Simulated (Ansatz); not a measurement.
Pt (diamond): energy against volume

Method: DFT, RPBE, plane waves (420 eV) with PAW, scalar-relativistic in Ansatz 0.2.0. (PAW data from PBE, frozen cores regenerated.)

The cell is scaled uniformly from the relaxed one, with fractional coordinates and shape fixed. Energies are extrapolated to zero smearing, pressures are those at the given smearing. Magnetic state: spin not included.

A Birch-Murnaghan fit gives V₀ = 24.70 Å³/atom, B₀ = 102 GPa, B₀′ = 5.6.

Q: What are the energy above the minimum and the pressure at 21.790 Å³/atom?

A: 143.0 meV/atom and 18.40 GPa as computed.

Q: What are the energy above the minimum and the pressure at 23.771 Å³/atom?

A: 12.0 meV/atom and 4.67 GPa as computed.

Q: What are the energy above the minimum and the pressure at 27.732 Å³/atom?

A: 91.7 meV/atom and -8.27 GPa as computed.
